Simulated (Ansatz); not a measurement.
**One input, then a changed one: Rh (diamond type)**

First run: DFT, PBE, PAW with Ansatz's default frozen-core files, scalar-relativistic (Ansatz 0.2.0).

Command: `ansatz run input.yaml --threads 1 --pin off --max-ram 2048MiB --backend cpu --events-out ev --progress --plain --runs-dir out` It took 3.3 s on 1 thread of Arm Neoverse V1, with other jobs on the host, peak memory 0.34 GiB.

```yaml
crystal:
  lattice:
    - [0.0, 2.599334149, 2.599334149]
    - [2.599334149, 0.0, 2.599334149]
    - [2.599334149, 2.599334149, 0.0]
  atoms:
    - { symbol: Rh, position: [-0.125, -0.125, -0.125] }
    - { symbol: Rh, position: [0.125, 0.125, 0.125] }
kpoints:
  mp_grid: { grid: [10, 10, 10] }
scf:
  occupations: { method: fermi_dirac, width: 0.05 }
hamiltonian:
  xc: pbe
  pseudopotentials: { kind: paw }
output:
  forces: true
  stress: true
  eigenvalues: true
  efg: { contact_densities: true }
  populations: true
```

The cell is a prototype at a set volume, not relaxed; it needn't be the stable phase.

This run: the undistorted cell.

It converges in 6 SCF iterations at a pressure of 35.2 GPa, cutoff 420 eV.

The input is then changed:

```diff
   occupations: { method: fermi_dirac, width: 0.05 }
+  algorithm: direct_min
 hamiltonian:
```

Question: Predict the outcome of the changed run.

Answer: It converges in 5 SCF iterations at a pressure of 35.2 GPa, cutoff 420 eV, free energy 0.0 meV/atom against the first run's.
